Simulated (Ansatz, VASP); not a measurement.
# Two plane-wave programs on BP

```xyz
2
Lattice="0.0000 2.1514 2.1514 2.1514 0.0000 2.1514 2.1514 2.1514 0.0000" Properties=species:S:1:pos:R:3 pbc="T T T"
B     0.0000    0.0000    0.0000
P     1.0757    1.0757    1.0757
```

Change from the starting cell: volume scaled by 0.88, PAW files.

Alike in both runs: task single point; functional LDA; k mesh 15 × 15 × 15; occupations fermi-dirac, width 0.08 eV; no spin polarisation.

```csv
,VASP,Ansatz
version,VASP 6.6.1,Ansatz 0.2.0
potentials or method,"VASP PAW LDA potentials, release 64 (B, P)","PAW with Ansatz's default frozen-core files, scalar-relativistic"
plane-wave cutoff (eV),520,420
valence electrons in the cell,8,8
```

|  | VASP | Ansatz | Ansatz less VASP |
| --- | --- | --- | --- |
| pressure (GPa) | 28.3 | 28.5 | +0.23 |

Caveats: so large a pressure means that the cell lies far from this level's equilibrium, or that cutoff or potentials fall short (VASP). A k mesh can miss the band edges.
